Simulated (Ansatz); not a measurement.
A plane-wave DFT run in Ansatz 0.2.0 (scalar-relativistic PAW potentials unless the input names others): input and command.

```yaml
crystal:
  lattice:
    - [1.9899584837, 1.1489030662, 2.0749262449]
    - [-1.9899584837, 1.1489030662, 2.0749262449]
    - [0.0, -2.2978061325, 2.0749262448]
  atoms:
    - { symbol: Hg, position: [0.0, 0.0, 0.0] }
basis:
  ecutwfc: 420
kpoints:
  mp_grid: { grid: [15, 15, 15] }
hamiltonian:
  xc: pbe
  pseudopotentials: { kind: paw, source: jth }
scf:
  occupations: { method: gaussian, width: 0.1 }
output:
  forces: true
  eigenvalues: true
  stress: true
```

```bash
ansatz run input.yaml --threads 1 --pin off --max-ram 2560MiB --backend cpu --events-out ev --progress --plain --runs-dir out
```

Abridged log:
```
Warning: basis.ecutwfc = 420 eV is below the records' recommended 870 eV, and the density's cutoff is lower with it unless basis.ecutrho_ratio is high enough to keep the records' density cutoff: compare with a run at a higher cutoff
Warning: <dir> the checks of this Hg dataset prove no rule for summing its radial tables, as where they were carried onto another mesh than they were made on, and Gregory's rule is taken, under which a leading mesh point left out moves its sums only by what lay on the interval it spanned. ...
Pseudopotentials: kind: paw
Pseudopotential: Hg, paw, valence charge 12, recommended cutoff 870 eV (normal)
Functional definition: PBE
Crystal: 1 atom, lattice volume = 28.463 Å³
Basis set: ecut = 420 eV, 571 PW (Γ), exchange–correlation on 48×48×48 points (8 copies of the dense FFT grid, shifted against one another)
Bands: 10, of which v1, the nominal top of the filled ones, is band 6 counted from 1 (5 counted from 0)
Symmetry: 12 space group operations
Space group: R-3m (ITA 166), of the structure as read, at distance tolerance 3.1e-5 Å
k-points: 344 of 3375
Initial density: superposition of atomic densities (chi_scale 0.1, normalization cell)
Initial wavefunctions: pseudopotential atomic-orbital guess
Functional: x = pbe(κ = 0.804, μ = 0.21951497), c = pbe(β = 0.06672455)
SCF iter   1: F=—  HF=-10952.073502 eV  |F-HF|=—  |Δ(HF+E_count)|=         —  Δρ=1.43e-2  dr2=8.15e-2  ethr=3.10e-3  ⟨swp⟩=9.3  Hψ=35413  notcnv=0
SCF iter   2: F=—  HF=-10952.056222 eV  |F-HF|=—  |Δ(HF+E_count)|=   1.73e-2  Δρ=8.36e-3  dr2=2.41e-2  ethr=6.79e-4  ⟨swp⟩=2.4  Hψ=7832  notcnv=0  defer=1
SCF iter   3: F=—  HF=-10952.049013 eV  |F-HF|=—  |Δ(HF+E_count)|=   7.21e-3  Δρ=1.76e-3  dr2=1.28e-3  ethr=2.01e-4  ⟨swp⟩=2.0  Hψ=4968  notcnv=0  defer=1
SCF iter   4: F=—  HF=-10952.049001 eV  |F-HF|=—  |Δ(HF+E_count)|=   1.28e-5  Δρ=5.54e-4  dr2=1.43e-5  ethr=1.06e-5  ⟨swp⟩=2.5  Hψ=5565  notcnv=0  defer=1
SCF iter   5: F=—  HF=-10952.049059 eV  |F-HF|=—  |Δ(HF+E_count)|=   5.85e-5  Δρ=3.57e-5  dr2=1.24e-7  ethr=1.19e-7  ⟨swp⟩=2.1  Hψ=5682  notcnv=0  defer=1
SCF iter   6: F=-10952.049059 eV  HF=-10952.049059 eV  |F-HF|=1.54e-8  |Δ(HF+E_count)|=   2.06e-7  Δρ=7.17e-6  dr2=1.06e-8  ethr=8.33e-10  ⟨swp⟩=7.5  Hψ=21007  notcnv=0
SCF 1 converged in 6 iterations: F = -10952.049059 eV  dr2 = 1.06e-8
SCF converged after 6 iterations
Free energy (F): -10952.049059 eV
Harris-Foulkes:  -10952.049059 eV  (|F-HF|=1.54e-8)
Internal energy: -10952.047966 eV  (E = F + TS)
E sigma→0 (E₀):  -10952.048512 eV
Entropy (-TS):   -0.001093 eV (-1.093 meV/atom)
Fermi energy:    9.204680 eV
--- Forces (eV/Å), atoms counted from 1 ---
  atom   1  Hg     0.00000000     0.00000000     0.00000000
--- Stress (GPa, compression-positive) ---
        0.590990       0.000000       0.000000
        0.000000       0.590990       0.000000
        0.000000       0.000000       0.638362
  P = ⅓ Tr σ = 0.6068 GPa (6.068 kbar)
```

Apart from outputs, empty bands and the relaxation, which only the reference makes, the input differs from a reference run on usual settings in hamiltonian.pseudopotentials: not typed → {"kind": "paw", "source": "jth"}. The reference, at the same geometry, ended its own course with pressure 0.50 GPa, largest force 0.000 eV/Å, no gap on the mesh. This run converged in 6 SCF iterations with a total energy on another zero, pressure 0.61 GPa, largest force 0.000 eV/Å, no gap on the mesh. Its cutoff is looser than usual. The Hamiltonian differs as well, so the change in the result can't be put down to that alone.

The run took 6.6 s on 1 thread of Arm Neoverse V1, on a shared host, peak memory 0.34 GiB.